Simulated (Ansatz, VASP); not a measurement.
## Two plane-wave programs on SiC

```xyz
2
Lattice="0.0000 2.1644 2.1644 2.1644 0.0000 2.1644 2.1644 2.1644 0.0000" Properties=species:S:1:pos:R:3 pbc="T T T"
Si    0.0000    0.0000    0.0000
C     1.0822    1.0822    1.0822
```

Change from the starting cell: volume scaled by 0.98, ions relaxed.

Alike in both runs: task relaxation of the atoms; functional PBE; k mesh 17 × 17 × 17; occupations fermi-dirac, width 0.02 eV; no spin polarisation.

```csv
,VASP,Ansatz
version,VASP 6.6.1,Ansatz 0.2.0
potentials or method,"VASP PAW PBE potentials, release 64 (Si, C)","plane-wave PAW, scalar-relativistic"
plane-wave cutoff (eV),520,420
valence electrons in the cell,8,8
```

```tsv
	VASP	Ansatz	Ansatz less VASP
gap on the k mesh at the Fermi level, each at its own relaxed structure (eV)	1.38	1.38	+0.003
```

Ansatz warned: «stress_scf_threshold_loose».

Caveats: the relaxation stopped at its first step, so nothing moved; an odd mesh through Γ misses points on the zone boundary, where band edges often lie.
